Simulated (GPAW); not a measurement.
# HfO2 (P4_2/nmc) in GPAW: single point with PBEsol

Aim: the single point of HfO2 with PBEsol.

Program: GPAW 26.7.0. These are calculated values, not measurements. Logs are shortened: lines on timing, memory, paths and dates and some standing lists are left out, and cuts for length are marked. The log counts tension as positive stress, the text compression.

## (1) The undisturbed crystal

Symmetry: P4_2/nmc, No. 137, tetragonal system. The conventional cell has a = 3.558 Å, b = 3.558 Å, c = 5.172 Å, α = 90.00°, β = 90.00°, γ = 90.00°. Around Hf (site symmetry -4m2) lie 4 O at 2.05 Å. O (site symmetry 2mm) has 2 Hf at 2.05 Å as nearest neighbours.

Measurements of this composition are mostly on another form, of space group No. 14.

## (2) Single point, PBEsol (atoms moved at random, drawn with an rms of 0.05 Å)

run.py

```python
from ase import Atoms
from ase.dft.bandgap import bandgap
from ase.io import write
from ase.units import GPa
from ase.parallel import parprint
from gpaw import GPAW, PW, setup_paths

setup_paths.insert(0, '.')

atoms = Atoms(['Hf', 'Hf', 'O', 'O', 'O', 'O'],
              cell=[[3.55801933, 0.0, 0.0],
                    [0.0, 3.55801933, 0.0],
                    [0.0, 0.0, 5.17186121]],
              scaled_positions=[[0.002075, 0.010289, 0.010877],
                                [0.513115, 0.503101, 0.494382],
                                [-0.012212, 0.507151, 0.196136],
                                [0.502078, -0.004663, 0.296514],
                                [0.493754, 0.002123, 0.810033],
                                [-0.003249, 0.495592, 0.691628]],
              pbc=True)

calc = GPAW(mode=PW(800),
            xc='PBEsol',
            kpts={'size': (8, 8, 5), 'gamma': True},
            occupations={'name': 'fermi-dirac', 'width': 0.05},
            nbands=43,
            convergence={'density': 1e-05, 'energy': 1e-05},
            maxiter=150,
            txt='gpaw.txt')
atoms.calc = calc
energy = atoms.get_potential_energy()
forces = atoms.get_forces()
stress = atoms.get_stress()
calc.write('gs.gpw')
write('result.traj', atoms)
parprint(f'Energy: {energy:.6f} eV')
parprint('Forces (eV/A):')
parprint(forces.round(4))
parprint('Stress (GPa):', (stress / GPa).round(3))
parprint('Fermi level:', round(calc.get_fermi_level(), 4), 'eV')
parprint(f'Gap: {bandgap(calc)[0]:.4f} eV, direct: {bandgap(calc, direct=True)[0]:.4f} eV')
```

Potentials or basis: PAW data sets generated in the run's folder for this functional, pw.

Launch:

```sh
$ gpaw-setup -f PBEsol Hf O
$ OMP_NUM_THREADS=1 mpirun -n 4 gpaw python run.py
```

gpaw.txt:

```text
__  _  _
 | _ |_)|_||  |
 |__||  | ||/\| - 26.7.0

Input parameters:
  mode=PW(ecut=800.0),
  convergence={'density': 1e-05, 'energy': 1e-05},
  kpts=MonkhorstPack(size=(8, 8, 5), gamma=True),
  maxiter=150,
  nbands=43,
  occupations=Occupations(name='fermi-dirac', width=0.05),
  xc=XC(name='PBEsol')

Diagonalizing LCAO Hamiltonian
Converting LCAO to pw mode
   .--------.
  /|        |
 * |        |
 | | O     O|
 | |   Hf   |
 | |        |
 | .-------O.
 |/        /
 Hf-------*

Atoms  # Å, Bohr magnetons
|   | symbol |         x |         y |        z |    initial magnetic moments |
|---|--------|-----------|-----------|----------|-----------------------------|
| 0 |     Hf |  0.007383 |  0.036608 | 0.056254 | ( 0.0000,  0.0000,  0.0000) |
| 1 |     Hf |  1.825673 |  1.790043 | 2.556875 | ( 0.0000,  0.0000,  0.0000) |
| 2 |      O | -0.043451 |  1.804453 | 1.014388 | ( 0.0000,  0.0000,  0.0000) |
| 3 |      O |  1.786403 | -0.016591 | 1.533529 | ( 0.0000,  0.0000,  0.0000) |
| 4 |      O |  1.756786 |  0.007554 | 4.189378 | ( 0.0000,  0.0000,  0.0000) |
| 5 |      O | -0.011560 |  1.763326 | 3.577004 | ( 0.0000,  0.0000,  0.0000) |

Unit cell  # Å
| periodic |        x |        y |        z |  lengths |    angles |
|----------|----------|----------|----------|----------|-----------|
|      yes | 3.558019 | 0.000000 | 0.000000 | 3.558019 | 90.000000 |
|      yes | 0.000000 | 3.558019 | 0.000000 | 3.558019 | 90.000000 |
|      yes | 0.000000 | 0.000000 | 5.171861 | 5.171861 | 90.000000 |

Number of symmetries: 1
Symmetry operations  # r_c * U_cc + t_c -> r_c
|   | kind |            matrix            |
|---|------|------------------------------|
| 0 |  E   |  1, 0, 0,  0, 1, 0,  0, 0, 1 |

BZ-sampling:
  Number of BZ points: 320
  Number of IBZ points: 162

  Monkhorst-Pack size: [8, 8, 5]
  Monkhorst-Pack shift: [0.0625, 0.0625, 0.0]

K-points  # in reciprocal-cell coordinates
|     |                                coordinates |     weight |
|-----|--------------------------------------------|------------|
|   0 | (  0.00000000,   0.00000000,   0.00000000) | 0.00312500 |
|   1 | (  0.00000000,   0.00000000,   0.20000000) | 0.00625000 |
|   2 | (  0.00000000,   0.00000000,   0.40000000) | 0.00625000 |
|   3 | (  0.00000000,   0.12500000,  -0.40000000) | 0.00625000 |
|   4 | (  0.00000000,   0.12500000,  -0.20000000) | 0.00625000 |
|   5 | (  0.00000000,   0.12500000,   0.00000000) | 0.00625000 |
|   6 | (  0.00000000,   0.12500000,   0.20000000) | 0.00625000 |
|   7 | (  0.00000000,   0.12500000,   0.40000000) | 0.00625000 |
|   8 | (  0.00000000,   0.25000000,  -0.40000000) | 0.00625000 |
|   9 | (  0.00000000,   0.25000000,  -0.20000000) | 0.00625000 |
| ... |                                            |            |
| 161 | (  0.50000000,   0.50000000,   0.40000000) | 0.00625000 |

Plane wave coefficients: 3403
Cutoff: 800.0 eV

Spin-components: 1 (collinear spins)
Bands:           43
Projectors:      32
Spin-degeneracy: 2
Datatype:        complex128

Parallelization:
  kpt:    4
  domain: 1
  band:   1

Density:
  Valence electrons: 48.0
  Components: 1
  Grid points: [24 24 35]
  Charge: 0.0  # |e|

Potential:
  Grid points: [24 24 35]

species:
  Hf:
    name:    Hafnium
    Z:       72.0
    valence: 12
    core:    60
    charge:  0.0  # [|e|]
    compensation charges:
      type: gauss
      rc: 0.41  # [Å]
      lmax: 2
    cutoffs:
      filter: 2.36  # [Å]
      core: 4.02  # [Å]
    projectors
    | kind |    occ | energy [eV] | rcut [Å] |
    |------|--------|-------------|----------|
    |   5s |  2.000 |     -66.855 |    1.397 |
    |   6s |  2.000 |      -5.120 |    1.397 |
    |   5p |  6.000 |     -35.615 |    1.307 |
    |   6p |  0.000 |      -1.375 |    1.307 |
    |   5d |  2.000 |      -2.724 |    1.334 |
    |    d |        |      24.487 |    1.334 |

    Using partial waves for Hf as LCAO basis

  O:
    name:    Oxygen
    Z:       8.0
    valence: 6
    core:    2
    charge:  0.0  # [|e|]
    compensation charges:
      type: gauss
      rc: 0.21  # [Å]
      lmax: 2
    cutoffs:
      filter: 1.17  # [Å]
      core: 0.83  # [Å]
    projectors
    | kind |    occ | energy [eV] | rcut [Å] |
    |------|--------|-------------|----------|
    |   2s |  2.000 |     -23.808 |    0.688 |
    |   2p |  4.000 |      -8.972 |    0.598 |
    |    s |        |       3.404 |    0.688 |
    |    p |        |      18.239 |    0.598 |
    |    d |        |       0.000 |    0.619 |

    Using partial waves for O as LCAO basis

Reference energy: -827660.618381  # eV

eigensolver:
  PPCG
  Converge bands: occupied
  niter=2

density mixing:
  MSR1-Mixer
  Pratt-step length: 0.05
  Maximum mixing coefficient: 0.75
  Old densities: 10
  SVD Regularization: 0.005
  Good broyden scale: 1.0
  Trust region scale: 1.0
  Backstep threshold: 4.0
  History deletion threshold: 6.0
  Fourier metric: weight=20.0, sigma=0.015

occupation numbers:
  Fermi-Dirac:
    width: 0.0500  # eV

poisson solver:
  ecut: 6400.0  # eV

xc functional:
  name: PBEsol with 2 nearest neighbor stencil

convergence criteria:
- Maximum integral of absolute [dens]ity change: 1e-05 electrons / valence electron
- Maximum [total energy] change in last 3 cyles: 1e-05 eV / valence electron
- Maximum integral of absolute [eigenst]ate change: 4e-08 eV^2 / valence electron
maximum number of iterations: 150

SCF iterations
|iter     | |      energy | eigst |  dens |
|---------|-|-------------|-------|-------|
|iter:   1| |  -66.247160 | +0.24 |       |
|iter:   2| |  -64.209957 | -1.77 | -0.82 |
|iter:   3| |  -58.876220 | -0.90 | -0.88 |
|iter:   4| |  -58.865194 | -2.69 | -1.50 |
|iter:   5| |  -58.872176 | -3.06 | -1.75 |
|iter:   6| |  -58.870470 | -4.13 | -2.69 |
|iter:   7| |  -58.870372 | -5.19 | -3.05 |
|iter:   8| |  -58.870380c| -6.02 | -3.46 |
|iter:   9| |  -58.870381c| -7.12 | -3.96 |
|iter:  10| |  -58.870381c| -7.85c| -4.36 |
|iter:  11| |  -58.870381c| -7.90c| -4.95 |
|iter:  12| |  -58.870381c| -8.65c| -5.40c|

Converged in 12 steps
Energy contributions relative to reference atoms: (reference = -827660.618381)

Energy contributions:
  Kinetic:          58.175510
  Coulomb:         -64.705645
  Zero:              0.613098
  External:          0.000000
  Xc:              -52.953343
  Entropy:          -0.000000
  Spinorbit:         0.000000
  ----------------------------
  Free energy:     -58.870381
  Extrapolated:    -58.870381

dipole moment: (6.045518, -12.618087, -17.767142)  # |e|*Ang

Fermi level: 8.799
Eigenvalues  # (at kpt = [0.000, 0.000, 0.000])
| band index |      eig [eV] | occ [0-2] |
|------------|---------------|-----------|
|          0 |       -52.591 |     2.000 |
|        ... |               |           |
|         16 |         4.779 |     2.000 |
|         17 |         4.957 |     2.000 |
|         18 |         6.001 |     2.000 |
|         19 |         6.227 |     2.000 |
|         20 |         6.746 |     2.000 |
|         21 |         7.176 |     2.000 |
[... 8 lines left out ...]
|         30 |        16.403 |     0.000 |
|         31 |        16.777 |     0.000 |
|        ... |               |           |
|         42 |        25.281 |     0.000 |

Gap: 4.435 eV
Transition (v -> c):
  (s=0, k=2, n=23, [0.00, 0.00, 0.40]) -> (s=0, k=0, n=24, [0.00, 0.00, 0.00])
Direct/indirect transitions are different
Direct gap: 4.514 eV
Transition at: (s=0, k=0, n=23, [0.00, 0.00, 0.00])

Forces  # eV/Ang
|        x |        y |        z |
|----------|----------|----------|
| -0.34031 | -0.13081 | -1.55911 |  # Hf   0
| -0.62138 | -0.32636 |  1.03747 |  # Hf   1
|  0.20808 | -0.17679 |  0.53605 |  # O    2
| -0.27141 |  0.68660 |  0.30345 |  # O    3
|  0.46127 | -0.10142 | -0.56949 |  # O    4
|  0.56365 |  0.04876 |  0.25186 |  # O    5

Stress tensor  # eV/Ang^3
|         x |         y |         z |
|-----------|-----------|-----------|
| -0.012551 |  0.001175 | -0.003059 |
|  0.001175 | -0.041227 |  0.001931 |
| -0.003059 |  0.001931 | -0.020290 |

# Writing to gs.gpw (mode='')
```

Run time: 5.4 min. Hardware: 4 MPI ranks of Intel Xeon at 2.50GHz (Skylake/Cascade Lake), shared host; peak memory 0.33 GiB.

What came out:

- Free energy: -58.8704 eV
- Pressure: 4.0 GPa
- Largest force: 1.601 eV/Å
- Band gap on the k mesh: 4.43 eV, indirect (least direct gap 4.51 eV)

Forces in eV/Å, atoms in the order of the input:
```
Hf  -0.340 -0.131 -1.559
Hf  -0.621 -0.326  1.037
O    0.208 -0.177  0.536
O   -0.271  0.687  0.303
O    0.461 -0.101 -0.569
O    0.564  0.049  0.252
```

Stress tensor (GPa, compression positive):
```
 2.01 -0.19  0.49
-0.19  6.61 -0.31
 0.49 -0.31  3.25
```

Caveat: spin-orbit coupling is left out, which moves the levels of the heavy elements; an odd mesh through Γ misses points on the zone boundary, where band edges often lie.
